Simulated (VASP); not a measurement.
# H2CO in VASP: further runs, part 2 of 2

VASP 6.6.1.

### 3 Molecular dynamics, r2SCAN+D3(BJ)

The input, POSCAR:

```
H2CO
1.0
    7.1530900000      0.0000000000      0.0000000000
    0.0000000000      7.1530900000      0.0000000000
    0.0000000000      0.0000000000      7.1530900000
O C H
6 6 12
Direct
    0.6207328700      0.8586746200      0.8355340400
    0.5034815300      0.3759567600      0.8240104200
    0.0752382100      0.8642668900      0.7020781400
    0.6616660200      0.4040182900      0.3974708100
    0.3891199400      0.9812023100      0.3637705700
    1.0927221900      0.2098051400      1.0671584200
    0.6839447700      0.8270370600      0.6826319000
    0.4196813300      0.2787058900      0.7147572600
    0.1469091800      0.7713447600      0.5809359700
    0.5826122700      0.4250855300      0.2496810600
    0.4044776400      0.9676139000      0.1963815500
    0.9815710600      0.1909028500      0.9407237700
    0.7131375600      0.9405613200      0.5815668800
    0.7124868500      0.6825777600      0.6342944400
    0.3316193100      0.3382662200      0.6013199400
    0.4268806400      0.1246570700      0.7202406900
    0.2818627000      0.6993511900      0.6015078100
    0.0783269800      0.7503656300      0.4431864100
    0.6586722100      0.4645230900      0.1212332600
    0.4293494700      0.4064016000      0.2352806000
    0.4473686500      1.0882958200      0.1093235200
    0.3792270500      0.8351232500      0.1200565500
    0.9930463600      0.2766671100      0.8116522700
    0.8637944800      0.0905204600      0.9461003400
```

The input, INCAR.step1:

```
PREC     = Accurate       # precision mode
ENCUT    = 520            # plane-wave cutoff, eV
ISMEAR   = -1             # smearing method
SIGMA    = 0.02           # smearing width, eV
LREAL    = Auto         
LASPH    = True           # aspherical terms in the spheres
NELM     = 100            # most SCF steps
ISYM     = 0            
GGA      = PE             # functional
ALGO     = Normal         # electronic algorithm
EDIFF    = 1E-4           # SCF threshold, eV
LWAVE    = True           # write WAVECAR
LCHARG   = False          # write CHGCAR
```

The input, INCAR.step2:

```
PREC     = Accurate       # precision mode
ENCUT    = 520            # plane-wave cutoff, eV
EDIFF    = 1E-5           # SCF threshold, eV
ISMEAR   = -1             # smearing method
SIGMA    = 0.02           # smearing width, eV
LREAL    = Auto         
LASPH    = True           # aspherical terms in the spheres
NELM     = 100            # most SCF steps
ALGO     = Normal         # electronic algorithm
ISIF     = 2              # what is computed and relaxed
LWAVE    = False          # write WAVECAR
LCHARG   = False          # write CHGCAR
METAGGA  = R2SCAN         # meta-GGA
LMIXTAU  = True         
IVDW     = 12             # dispersion correction
VDW_S6   = 1.0          
VDW_S8   = 0.78981345   
VDW_A1   = 0.49484001   
VDW_A2   = 5.73083694   
IBRION   = 0              # ionic algorithm
NSW      = 40             # ionic steps
POTIM    = 0.5            # step
TEBEG    = 1000.0       
TEEND    = 1000.0       
ISYM     = 0            
NELMIN   = 4            
RANDOM_SEED= 854271 0 0   
MDALGO   = 3            
LANGEVIN_GAMMA= 20 20 20     
ISTART   = 1
```

The input, KPOINTS:

```
regular mesh
0
Gamma
  1 1 1
```

Potentials or basis: VASP PAW PBE potentials, release 64 (O, C, H).

The run is started by

```sh
> cat potpaw_PBE.64/O/POTCAR potpaw_PBE.64/C/POTCAR potpaw_PBE.64/H/POTCAR > POTCAR
> cp INCAR.step1 INCAR
> mpirun -np 1 vasp_gam > vasp.out
> cp INCAR.step2 INCAR
> mpirun -np 1 vasp_gam > vasp.out
```

OUTCAR:

```text
PREC = Accurate
   ENCUT = 520
   EDIFF = 1E-5
   ISMEAR = -1
   LREAL = Auto
   LASPH = True
   NELM = 100
   ISIF = 2
   METAGGA = R2SCAN
   IVDW = 12
   IBRION = 0
   NSW = 40
   POTIM = 0.5
   TEBEG = 1000.0
   ISYM = 0
   NELMIN = 4
   ISTART = 1
 IVDW          = 12

 ion  position               nearest neighbor table
   1  0.621  0.859  0.836-   7 1.20
   2  0.503  0.376  0.824-   8 1.21
   3  0.075  0.864  0.702-   9 1.21
   4  0.662  0.404  0.397-  10 1.21
   5  0.389  0.981  0.364-  11 1.21
   6  0.093  0.210  0.067-  12 1.21
   7  0.684  0.827  0.683-  13 1.11  14 1.11   1 1.20
   8  0.420  0.279  0.715-  16 1.10  15 1.11   2 1.21
   9  0.147  0.771  0.581-  17 1.10  18 1.11   3 1.21
  10  0.583  0.425  0.250-  19 1.10  20 1.11   4 1.21
  11  0.404  0.968  0.196-  21 1.11  22 1.11   5 1.21
  12  0.982  0.191  0.941-  24 1.11  23 1.11   6 1.21
  13  0.713  0.941  0.582-   7 1.11
  14  0.712  0.683  0.634-   7 1.11
  15  0.332  0.338  0.601-   8 1.11
  16  0.427  0.125  0.720-   8 1.10
  17  0.282  0.699  0.602-   9 1.10
  18  0.078  0.750  0.443-   9 1.11
  19  0.659  0.465  0.121-  10 1.10
  20  0.429  0.406  0.235-  10 1.11
  21  0.447  0.088  0.109-  11 1.11
  22  0.379  0.835  0.120-  11 1.11
  23  0.993  0.277  0.812-  12 1.11
  24  0.864  0.091  0.946-  12 1.11

IMPORTANT INFORMATION: All symmetrisations will be switched off!
NOSYMM: (Re-)initialisation of all symmetry stuff for point group C_1.

----------------------------------------------------------------------------------------

                                     Primitive cell

  volume of cell :     366.0000

  direct lattice vectors                    reciprocal lattice vectors
     7.153090000  0.000000000  0.000000000     0.139799723  0.000000000  0.000000000
     0.000000000  7.153090000  0.000000000     0.000000000  0.139799723  0.000000000
     0.000000000  0.000000000  7.153090000     0.000000000  0.000000000  0.139799723

  length of vectors
     7.153090000  7.153090000  7.153090000     0.139799723  0.139799723  0.139799723

  position of ions in fractional coordinates (direct lattice)
     0.620732870  0.858674620  0.835534040
     0.503481530  0.375956760  0.824010420
     0.075238210  0.864266890  0.702078140
[... 123 lines left out ...]
   AEXX    =    0.0000 exact exchange contribution
   IVDW    =    12    specifies the selected vdW correction
   LEPSILON=     F    determine dielectric tensor
   LRPA    =     F    only Hartree local field effects (RPA)
 molecular dynamics for ions
 non-spin polarized calculation
  energy-cutoff  :      520.00
  volume of cell :      366.00
 maximum number of plane-waves:      4898
 NGX is ok and might be reduce to    54
   NGX = 27   NGY = 27   NGZ = 27

--------------------------------------- Ionic step        1  -------------------------------------------

 number of electron      71.9999991 magnetization

 Free energy of the ion-electron system (eV)
  ---------------------------------------------------
  ext. energy  EPLUGINS =         0.00000000
  ---------------------------------------------------
  free energy    TOTEN  =      -144.33451969 eV

  energy without entropy =     -144.33451969  energy(sigma->0) =     -144.33451969

------------------------ aborting loop because EDIFF is reached ----------------------------------------

 Edisp (eV)   -0.44111

 E8    (eV) :    -0.0745
[... 197 lines left out ...]
  ENERGY OF THE ELECTRON-ION-THERMOSTAT SYSTEM (eV)
  ---------------------------------------------------
% ion-electron   TOTEN  =      -144.394499  see above
  kinetic energy EKIN   =         2.814166
  kin. lattice  EKIN_LAT=         0.000000  (temperature  907.13 K)
  nose potential ES     =         0.000000
  nose kinetic   EPS    =         0.000000
  ---------------------------------------------------
  total energy   ETOTAL =      -141.580333 eV

[... ionic steps 4 to 37 ...]

--------------------------------------- Ionic step       38  -------------------------------------------

 number of electron      72.0000003 magnetization

------------------------ aborting loop because EDIFF is reached ----------------------------------------
[... 139 lines left out ...]
--------------------------------------- Ionic step       40  -------------------------------------------

 number of electron      72.0000006 magnetization

 Free energy of the ion-electron system (eV)
  ---------------------------------------------------
  ext. energy  EPLUGINS =         0.00000000
  ---------------------------------------------------
  free energy    TOTEN  =      -142.82956478 eV

  energy without entropy =     -142.82956478  energy(sigma->0) =     -142.82956478

 E-fermi :  -2.7585     XC(G=0):  -6.1482

 val. band max:       -3.3412235919   @ k =   0.0000   0.0000   0.0000
 cond. band min:       0.1603789599   @ k =   0.0000   0.0000   0.0000
 fundamental gap:      3.5016025518
 Fermi energy:        -2.7584682170

 k-point     1 :       0.0000    0.0000    0.0000
  band No.  band energies     occupation
      1     -25.9479      2.00000
      2     -25.5904      2.00000
      3     -25.4489      2.00000
      4     -25.4033      2.00000
      5     -25.3283      2.00000
      6     -24.9067      2.00000
[... 40 lines left out ...]
     47       4.5502      0.00000
     48       4.6211      0.00000
 [bands above 48 left out]

------------------------ aborting loop because EDIFF is reached ----------------------------------------

 Edisp (eV)   -0.44025

 E8    (eV) :    -0.0741
[... 53 lines left out ...]
  ENERGY OF THE ELECTRON-ION-THERMOSTAT SYSTEM (eV)
  ---------------------------------------------------
% ion-electron   TOTEN  =      -143.269818  see above
  kinetic energy EKIN   =         2.512408
  kin. lattice  EKIN_LAT=         0.000000  (temperature  809.86 K)
  nose potential ES     =         0.000000
  nose kinetic   EPS    =         0.000000
  ---------------------------------------------------
  total energy   ETOTAL =      -140.757410 eV
```

Run time: 35 min. Hardware: 1 thread of Intel Xeon 6975P-C (Granite Rapids), shared host; peak memory 0.51 GiB.

Results:

- Dispersion energy per atom: -0.018 eV

Caveat: the standard files for N, O and F lose accuracy on very short bonds.
